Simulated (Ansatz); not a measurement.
**Does relaxation matter for the field gradients of PbF₂?**

Start: a structure deposited in the COD, taken as it stands.

```cif
data_PbF2
_symmetry_space_group_name_H-M 'Pnma'
_symmetry_Int_Tables_number 62
_cell_length_a 6.4269
_cell_length_b 3.8910
_cell_length_c 7.6357
_cell_angle_alpha 90.000
_cell_angle_beta 90.000
_cell_angle_gamma 90.000
loop_
_atom_site_label
_atom_site_type_symbol
_atom_site_symmetry_multiplicity
_atom_site_Wyckoff_symbol
_atom_site_fract_x
_atom_site_fract_y
_atom_site_fract_z
Pb Pb 4 c 0.7560 0.7500 0.1030
F5 F 4 c 0.1420 0.7500 0.0850
F9 F 4 c 0.5510 0.7500 0.8140
```

One atom of each set is listed.

Method: Kohn–Sham DFT in Ansatz, PBE, plane waves and PAW, scalar-relativistic, 420 eV cutoff, Γ-centred 4×6×3 k-points, Fermi–Dirac smearing 0.02 eV.

The largest force at the start is 0.43 eV/Å. Relaxing the ions at fixed cell moves them by 0.273 Å at most (atom 11, F) and 0.183 Å rms.

```
site  moved (Å)   first shell before    first shell after  V_zz before (10²¹ V/m²)  η before
  Pb      0.077   9 F at 2.48–2.84 Å   9 F at 2.45–3.04 Å                    -7.70      0.37
  F5      0.140  4 Pb at 2.48–2.51 Å  4 Pb at 2.46–2.58 Å                     1.39      0.43
  F9      0.273  5 Pb at 2.57–2.84 Å  5 Pb at 2.45–3.04 Å                     1.54      0.95
```

Task: What are V_zz and η after the relaxation?

Result: 

```
site  V_zz after  η after  change of V_zz
  Pb       -3.96     0.59           +3.74
  F5       -1.87     0.54               –
  F9       -0.94     0.98           -2.48
```

The largest change of V_zz along a kept axis is on Pb, from -7.70 to -3.96. In per cent, |V_zz| changes by -49 on Pb (all sites that start above 0.5, bar those whose gradient vanishes or changes sign or whose main axis turns by over 40°). On Pb V_xx and V_yy change places (or their axes turn by over 50°), so the two values of η hide a larger change. V_zz changes sign on F9 (same axis). On F5 the largest principal value lies along another axis in the second run, so the two V_zz can't be compared directly.

Spin–orbit coupling is left out, which shifts gradients on Pb by a few per cent, and by more where contributions nearly cancel.
